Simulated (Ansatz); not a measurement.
The cell is COD entry 9012564, as deposited and not checked against the literature; nothing was relaxed.

An input for TiC and the output that it gave: DFT, PBE, all-electron LAPW, scalar-relativistic (Ansatz 0.2.0).

Command: `ansatz run input.yaml --threads 1 --pin off --max-ram 2048MiB --backend cpu --events-out ev --progress --plain --runs-dir out` The run took about 14 s on 1 thread of a shared machine.

```yaml
crystal:
  lattice:
    - [0.0, 2.164, 2.164]
    - [2.164, 0.0, 2.164]
    - [2.164, 2.164, 0.0]
  atoms:
    - { symbol: Ti, position: [0.0, 0.0, 0.0] }
    - { symbol: C, position: [0.5, 0.5, 0.5] }
kpoints:
  mp_grid: { grid: [16, 16, 16] }
  band_path:
    path:
      - [0.0, 0.0, 0.0]
      - [0.5, 0.0, 0.5]
      - [0.625, 0.25, 0.625]
      - [0.375, 0.375, 0.75]
      - [0.0, 0.0, 0.0]
      - [0.5, 0.5, 0.5]
      - [0.5, 0.25, 0.75]
      - [0.5, 0.0, 0.5]
    npoints: 8
scf:
  occupations: { method: fermi_dirac, width: 0.03 }
hamiltonian:
  xc: pbe
  pseudopotentials: { kind: all_electron, lapw: { basis_error: 0.001 } }
output:
  forces: true
  stress: true
  eigenvalues: true
  fatbands: true
  populations: true
  dos: { projected: true, de: 0.2, e_range: [-14, 8] }
```

Output:

```
Ti: projections on atomic orbitals take those of the free atom 1s2 2s2 2p6 3s2 3p6 3d2 4s2, of charge +0.00 (hamiltonian.pseudopotentials.projection_atoms)
C: projections on atomic orbitals take those of the free atom 1s2 2s2 2p2, of charge +0.00 (hamiltonian.pseudopotentials.projection_atoms)
LAPW: plane waves up to 9.065 Å⁻¹, error target 1.0e-3 eV per atom; small_component_spin mean_spin; C in spheres of 0.939 Å, 6 of its electrons in bands, Dirac shells []; Ti in spheres of 1.225 Å, 18 of its electrons in bands, Dirac shells []
Engine: ansatz 0.2.0
Pseudopotentials: kind: all_electron
Pseudopotential: Ti, LAPW, valence charge 18, Koelling and Harmon's equation, gaussian nucleus
Pseudopotential: C, LAPW, valence charge 6, Koelling and Harmon's equation, gaussian nucleus
Functional definition: PBE
  parameter kappa = 0.804
  parameter beta = 0.06672455060314922
  exchange = pbe_x(kappa = kappa, mu = beta*pi^2/3)
  correlation = pbe_c(beta = beta)
Crystal: 2 atoms, lattice volume = 20.268 Å³
Basis set: ecut = 313.0955202739508 eV, 259 PW (Γ), exchange–correlation at level 2
Bands: 16, of which v1, the nominal top of the filled ones, is band 12 counted from 1 (11 counted from 0)
Symmetry: 48 space group operations
Space group: Fm-3m (ITA 225), of the structure as read, at distance tolerance 2.7e-5 Å
k-points: 145 of 4096
Non-local potential: Ti, projectors of the file, none
Non-local potential: C, projectors of the file, none
Initial density: superposition of atomic densities (chi_scale 0.1, normalization cell, long waves kept (reshape's long-wave potential 0.00 eV rms))
Initial wavefunctions: plane waves of lowest kinetic energy (no species holds an atomic orbital)
Functional: x = pbe(κ = 0.804, μ = 0.2195149727645171), c = pbe(β = 0.06672455060314922)
iter 1 solved again at ethr=2.64e-2 eV; its pass at ethr=1.00e-1 eV (dr2=6.33e0 eV) is discarded
SCF iter   1: F=—  HF=-24274.167895 eV  |F-HF|=—  |Δ(HF+E_count)|=         —  Δρ=1.59e-1  dr2=6.33e0  ethr=2.64e-2  ⟨swp⟩=2.0  Hψ=14441  notcnv=0
preconditioner: auto → none  [insulator: Δε(μ)=0.094 eV  Ē_g=20.608 eV  σ=0.030 eV  W_gap=0.52  n_scr=8 (ndim 8)  ℏωp=30.9 eV  f_vac=0.000  D(μ)=0.18/eV (n_scr^D=0)  ε∞_Penn≈3.2]
SCF iter   2: F=—  HF=-24275.214890 eV  |F-HF|=—  |Δ(HF+E_count)|=    1.05e0  Δρ=1.81e-1  dr2=7.95e0  ethr=2.64e-2  ⟨swp⟩=3.0  Hψ=7497  notcnv=0
iter 3 solved again at ethr=5.54e-4 eV; its pass at ethr=2.64e-2 eV (dr2=1.33e-1 eV) is discarded
SCF iter   3: F=—  HF=-24271.927356 eV  |F-HF|=—  |Δ(HF+E_count)|=    3.29e0  Δρ=2.73e-2  dr2=1.34e-1  ethr=5.54e-4  ⟨swp⟩=2.0  Hψ=11842  notcnv=0
SCF iter   4: F=—  HF=-24271.858850 eV  |F-HF|=—  |Δ(HF+E_count)|=         —  Δρ=1.01e-2  dr2=1.13e-2  ethr=5.54e-4  ⟨swp⟩=3.0  Hψ=7777  notcnv=0
the basis was enlarged: its passes take 118.4 KiB over the memory plan, 1 of 1 planned eigensolver slots
SCF iter   5: F=—  HF=-24271.860662 eV  |F-HF|=—  |Δ(HF+E_count)|=   1.81e-3  Δρ=3.31e-3  dr2=2.54e-3  ethr=4.71e-5  ⟨swp⟩=2.0  Hψ=7184  notcnv=0
SCF iter   6: F=—  HF=-24271.859374 eV  |F-HF|=—  |Δ(HF+E_count)|=   1.29e-3  Δρ=1.41e-3  dr2=4.25e-4  ethr=1.06e-5  ⟨swp⟩=2.0  Hψ=6608  notcnv=0
SCF iter   7: F=—  HF=-24271.858968 eV  |F-HF|=—  |Δ(HF+E_count)|=   4.06e-4  Δρ=5.54e-4  dr2=5.94e-5  ethr=1.77e-6  ⟨swp⟩=2.0  Hψ=6609  notcnv=0
SCF iter   8: F=—  HF=-24271.858879 eV  |F-HF|=—  |Δ(HF+E_count)|=   8.86e-5  Δρ=1.16e-4  dr2=2.31e-6  ethr=2.47e-7  ⟨swp⟩=2.1  Hψ=6643  notcnv=0
SCF iter   9: F=—  HF=-24271.858875 eV  |F-HF|=—  |Δ(HF+E_count)|=   4.27e-6  Δρ=1.08e-5  dr2=1.67e-8  ethr=9.64e-9  ⟨swp⟩=3.0  Hψ=6919  notcnv=0
SCF iter  10: F=-24271.858875 eV  HF=-24271.858875 eV  |F-HF|=7.28e-12  |Δ(HF+E_count)|=   4.16e-8  Δρ=3.37e-7  dr2=1.59e-11  ethr=6.97e-11  ⟨swp⟩=3.0  Hψ=7085  notcnv=0
SCF 1 converged in 10 iterations: F = -24271.858875 eV  dr2 = 1.59e-11
NSCF: frozen V_eff on 57 k-points
SCF converged after 10 iterations
Free energy (F): -24271.858875 eV
Harris-Foulkes:  -24271.858875 eV  (|F-HF|=7.28e-12)
Internal energy: -24271.857525 eV  (E = F + TS)
E sigma→0 (E₀):  -24271.858200 eV
Entropy (-TS):   -0.001350 eV (-0.675 meV/atom)
Fermi energy:    15.167896 eV
--- Per-component energies (eV) ---
  E_band       = -3139.984432
  E_kinetic    = 24492.596362
  E_xc         = -1295.798652
  E_electrostatic = -47468.655235  (all electrons and nuclei)
  E_smearing   = -0.001350  (= −TS)
  E_closure    = 0.000000  (closes the sum)
  E_atoms      = -24254.253874  (free atoms, spherical and without spin; not in F)
  Σ components = -24271.858875   (vs F -24271.858875, Δ=0.00e0)
  Basis errors (estimates in eV, not in F): energy 3.0e-4 per atom: plane waves 2.6e-4 (1.5e-4 summed), levels above the bands 3.2e-29, relativity 2.2e-8, radial functions 4.1e-5, core shells 2.2e-7; eigenvalues (radial functions only) 3.2e-6; not estimated: angular momenta, meshes, grids; target (lapw.basis_error) 1.0e-3; muffin-tin radii C 0.939 Å, Ti 1.225 Å
--- Forces (eV/Å), atoms counted from 1 ---
  atom   1  Ti    -0.00000000     0.00000000    -0.00000000
  atom   2  C      0.00000000    -0.00000000     0.00000000
  max |Σ_I F_I| component: 3.42e-30 eV/Å
--- Stress (GPa, compression-positive) ---
        0.837036      -0.000000       0.000000
       -0.000000       0.837036      -0.000000
        0.000000      -0.000000       0.837036
  P = ⅓ Tr σ = 0.8370 GPa (8.370 kbar)
--- Band table (eV; the first three rows and the last of 145) ---
  k-point 0: bands = ["-422.9713", "-422.9713", "-422.9713", "-249.4701", "-41.3660", "-17.4006", "-17.4006", "-17.4006", "2.7659", "15.8751", "15.8751", "15.8751", "16.8539", "16.8539", "16.8539", "16.9039"]
  k-point 1: bands = ["-422.9713", "-422.9713", "-422.9713", "-249.4701", "-41.3632", "-17.4204", "-17.4024", "-17.4024", "2.8548", "15.4269", "15.6640", "15.6640", "16.2097", "16.2097", "17.0972", "17.8887"]
  k-point 2: bands = ["-422.9713", "-422.9713", "-422.9713", "-249.4701", "-41.3553", "-17.4767", "-17.4077", "-17.4077", "3.1160", "14.5456", "14.8914", "14.8914", "16.2931", "16.2931", "17.4304", "18.9549"]
  k-point 144: bands = ["-422.9713", "-422.9713", "-422.9713", "-249.4701", "-41.2674", "-17.7068", "-17.7068", "-17.5785", "5.6469", "12.0287", "12.0287", "12.4654", "17.9812", "17.9812", "18.7201", "20.3163"]
--- Löwdin populations: 2 sites ---
  site symbol       q [e]
     0     Ti     21.1499
     1      C      6.8060
  spilling = 0.001572 (of n_electrons = 28.000000)
```
